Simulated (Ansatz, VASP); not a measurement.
**TiNi: VASP beside Ansatz**

The input POSCAR:

```
TiNi
1.0
    3.0181758729      0.0000000000      0.0000000000
    0.0000000000      3.0181758729      0.0000000000
    0.0000000000      0.0000000000      3.0181758729
Ti Ni
1 1
Direct
    0.5000000000      0.5000000000      0.5000000000
    0.0000000000      0.0000000000      0.0000000000
```

The input INCAR.step1:

```
ALGO = Normal
EDIFF = 1E-4
ENCUT = 520
GGA = PE
ISMEAR = 0
LASPH = T
LCHARG = F
LREAL = F
LWAVE = T
NBANDS = 18
NELM = 60
PREC = Accurate
SIGMA = 0.1
```

INCAR.step2

```
ALGO = Normal
EDIFF = 1E-6
ENCUT = 520
ISIF = 2
ISMEAR = 0
ISTART = 1
LASPH = T
LCHARG = T
LELF = T
LMIXTAU = T
LREAL = F
LVHAR = T
LWAVE = F
METAGGA = R2SCAN
NBANDS = 18
NELM = 60
PREC = Accurate
SIGMA = 0.1
```

The input KPOINTS:

```
k-points
0
Gamma
  14 14 14
```

Input for Ansatz:

```yaml
crystal:
  lattice:
    - [3.0181758729, 0.0, 0.0]
    - [0.0, 3.0181758729, 0.0]
    - [0.0, 0.0, 3.0181758729]
  atoms:
    - { symbol: Ti, position: [0.5, 0.5, 0.5] }
    - { symbol: Ni, position: [0.0, 0.0, 0.0] }
basis:
  ecutwfc: 500
kpoints:
  mp_grid: { grid: [14, 14, 14] }
hamiltonian:
  xc: r2scan
scf:
  occupations: { method: gaussian, width: 0.1 }
output:
  forces: true
  stress: true
  eigenvalues: true
```

Alike in both runs: task single point; functional r2SCAN; k mesh 14 × 14 × 14; occupations gaussian, width 0.1 eV; no spin polarisation.

```csv
,VASP,Ansatz
version,VASP 6.6.1,Ansatz 0.2.0
potentials or method,"VASP PAW PBE potentials, release 64 (Ti_sv, Ni)","scalar-relativistic, plane waves, PAW"
plane-wave cutoff (eV),520,500
valence electrons in the cell,22,30
```

|  | VASP | Ansatz | Ansatz less VASP |
| --- | --- | --- | --- |
| gap on the k mesh at the Fermi level (eV) | none | none | - |
| pressure (GPa) | -4.4 | -4.8 | -0.43 |

A gap of «none» marks a metal or a gap that the smearing closes. The functional is the same, so the differences come from potentials, cutoffs and numerics. The two sets of potentials don't hold the same shells in valence.

Caveats: the PAW data sets were made with another functional, which shifts forces and pressure a little (VASP). Spin polarisation is off, so any magnetic state and its effect on volume and gap are missing.
